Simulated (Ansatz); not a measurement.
Crystal: CdTe.

```
CELL_PARAMETERS angstrom
0.00000 3.20500 3.20500
3.20500 0.00000 3.20500
3.20500 3.20500 0.00000
ATOMIC_POSITIONS crystal
Te 0.75000 0.75000 0.75000
Cd 0.00000 0.00000 0.00000
```

Base run:

| Item | Value |
| --- | --- |
| Program | Ansatz 0.2.0 |
| Functional | PBE |
| Potentials or basis | all-electron LAPW, scalar-relativistic |
| Cutoff | 260 eV |
| Density cutoff | 1039 eV |
| Basis error allowed | 0.001 eV/atom |
| k mesh | 7 × 7 × 7 |
| Occupations | gaussian, width 0.018 eV |
| Spin | no spin polarisation |

Its results: band gap on the k mesh 0.87 eV, direct; pressure 4.3 GPa.

Problem. The run is repeated on the same cell with these changes: functional from PBE to PBEsol; occupations from gaussian, width 0.018 eV to gaussian, width 0.1 eV. What comes out?

Solution. Band gap on the k mesh 0.76 eV, direct; pressure 1.7 GPa.

Caveats: spin-orbit coupling is left out, which moves the levels of the heavy elements; an odd mesh through Γ misses points on the zone boundary, where band edges often lie.

Not every run made on this cell is shown here.
